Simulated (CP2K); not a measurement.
The system is As.

```xyz
1
Lattice="2.7037 0.0000 0.0000 0.0000 2.7037 0.0000 0.0000 0.0000 2.7037" Properties=species:S:1:pos:R:3 pbc="T T T"
As    1.3518    1.3518    1.3518
```

This isn't the form of As at room conditions, which is rhombohedral.

Base run:

| Quantity | Value |
| --- | --- |
| Program | CP2K 2026.2 |
| Functional | PBE |
| Potentials or basis | GTH_POTENTIALS As GTH-BLYP-q5; DZVP-MOLOPT-SR-GTH basis |
| Density cutoff | 6123 eV |
| k mesh | 10 × 10 × 10 |
| Occupations | fermi-dirac, width 0.05 eV |
| Spin | no spin polarisation |

Its results: band gap on the k mesh none (metal or under the smearing width); pressure 2.1 GPa.

Question: The run is repeated on the same cell with these changes: potentials or basis from GTH_POTENTIALS As GTH-BLYP-q5; DZVP-MOLOPT-SR-GTH basis to POTENTIAL_UZH As GTH-SCAN-q5; DZVP-MOLOPT-SR-GTH basis; potentials from As GTH-BLYP-q5 of GTH_POTENTIALS to As GTH-SCAN-q5 of POTENTIAL_UZH. What comes out?

Answer: Band gap on the k mesh none (metal or under the smearing width); pressure -0.5 GPa.

Caveats: the potentials were made for another functional, which shifts forces and pressure; the basis of atomic orbitals isn't converged, which shifts pressures, moduli and gaps.
